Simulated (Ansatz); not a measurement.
Computed with DFT PBE, scalar-relativistic, plane waves, PAW (Ansatz 0.2.0). All cells share a 420 eV cutoff and Γ-centred k meshes spaced at most about 0.3 Å⁻¹ (about 0.25 or finer for metals, 2π included). No spin polarisation.

Each guess is relaxed in cell and atoms at zero pressure, on a coarse mesh first where it starts far from rest and then on a converged one. The steps can't lower the symmetry of the start, but it can rise. Energies are static (0 K, no zero-point motion).

Two unrelaxed guesses for SnO:

A.

```
CELL_PARAMETERS angstrom
3.23814 0.00000 0.00000
0.00000 3.23814 0.00000
0.00000 0.00000 3.23814
ATOMIC_POSITIONS crystal
Sn 0.50000 0.50000 0.50000
O 0.00000 0.00000 0.00000
```

B.

```
CELL_PARAMETERS angstrom
3.49499 0.00000 0.00000
-1.74749 3.02675 0.00000
0.00000 0.00000 5.75035
ATOMIC_POSITIONS crystal
Sn 0.33333 0.66667 0.37313
Sn 0.66667 0.33333 0.87313
O 0.33333 0.66667 0.00000
O 0.66667 0.33333 0.50000
```

Problem. Which guess leads to the lower structure, and by how much?

Solution. B ends lower, by 0.46 eV/atom. A: Pm-3m at 17.0 Å³/atom → Pm-3m (caesium chloride type) at 15.4 Å³/atom; B: P6_3mc at 15.2 Å³/atom → P6_3mc at 22.5 Å³/atom. Counting O atoms around Sn (those within 1.25 times the shortest such distance or 1.15 times the sum of covalent radii; the shortest distance is added where it is long for a bond), the end of A has Sn 8 from 2.7 Å and the end of B has Sn 3. End of A. Conventional cell: a = 3.132 Å. Around Sn lie 8 O at 2.71 Å and 6 Sn at 3.13 Å; around O lie 8 Sn at 2.71 Å and 6 O at 3.13 Å. End of B. Conventional cell: a = 3.360 Å, c = 9.216 Å. Around Sn lie 3 O at 2.20 Å; O is surrounded by 3 Sn at 2.20 Å.

Ends held by symmetry can be saddle points. Neither end is the lowest form computed: that has the litharge type, space group P4/nmm (No. 129), is reached from a Materials Project cell and lies 0.31 eV/atom below the better end. No dispersion correction is applied, so the spacing and binding between layers, chains or molecules are poorly described (P6_3mc), and this can change margins and order among such cells. Some types were kept out of the candidates beforehand, so the set may lack a known form.
